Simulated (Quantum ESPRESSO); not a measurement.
Crystal: Al2Au.

```xyz
3
Lattice="0.0000 3.0000 3.0000 3.0000 0.0000 3.0000 3.0000 3.0000 0.0000" Properties=species:S:1:pos:R:3 pbc="T T T"
Au    0.0000    0.0000    0.0000
Al    4.5000    4.5000    4.5000
Al    1.5000    1.5000    1.5000
```

Base run:

- Program: Quantum ESPRESSO 7.5
- Functional: PBE
- Potentials or basis: SSSP 1.3 efficiency PBE
- Cutoff: 816 eV
- Density cutoff: 5987 eV
- k mesh: 8 × 8 × 8
- Occupations: fermi-dirac, width 0.05 eV
- Spin: no spin polarisation

Its results: band gap on the k mesh none (metal or under the smearing width); pressure 3.1 GPa.

Problem. The run is repeated on the same cell with these changes: potentials or basis from SSSP 1.3 efficiency PBE to PseudoDojo 0.4 FR PBE standard; cutoff from 816 eV to 1034 eV; density cutoff from 5987 eV to 4136 eV; spin from no spin polarisation to spin-orbit coupling, no magnetisation. What comes out?

Solution. Band gap on the k mesh none (metal or under the smearing width); pressure 2.4 GPa.

Not every run made on this cell is shown here.
